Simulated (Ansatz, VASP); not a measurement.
# One calculation of MoS2, two programs

```
CELL_PARAMETERS angstrom
3.14109 0.00000 0.00000
-1.57055 2.72027 0.00000
0.00000 0.00000 17.10032
ATOMIC_POSITIONS crystal
Mo 0.00000 0.00000 0.00000
S 0.33333 0.66667 0.91051
S 0.33333 0.66667 0.08949
```

Change from the starting cell: volume scaled by 0.96.

Alike in both runs: task single point; functional PBE; k mesh 10 × 10 × 2; occupations fermi-dirac, width 0.05 eV; no spin polarisation.

|  | VASP | Ansatz |
| --- | --- | --- |
| version | VASP 6.6.1 | Ansatz 0.2.0 |
| potentials or method | VASP PAW PBE potentials, release 64 (Mo_sv, S), cutoff 520 eV | all-electron LAPW, scalar-relativistic |

```csv
,VASP,Ansatz,Ansatz less VASP
gap on the k mesh at the Fermi level (eV),1.86,1.85,-0.011
least direct gap on the mesh (eV),2.04,2.04,-0.003
rms of the force components (eV/Å),0.435,0.444,+0.0082
```

Atom by atom the forces differ by 0.008 eV/Å (rms over components). Ansatz ran all-electron here, so the differences hold the error of VASP's frozen core and of both bases.
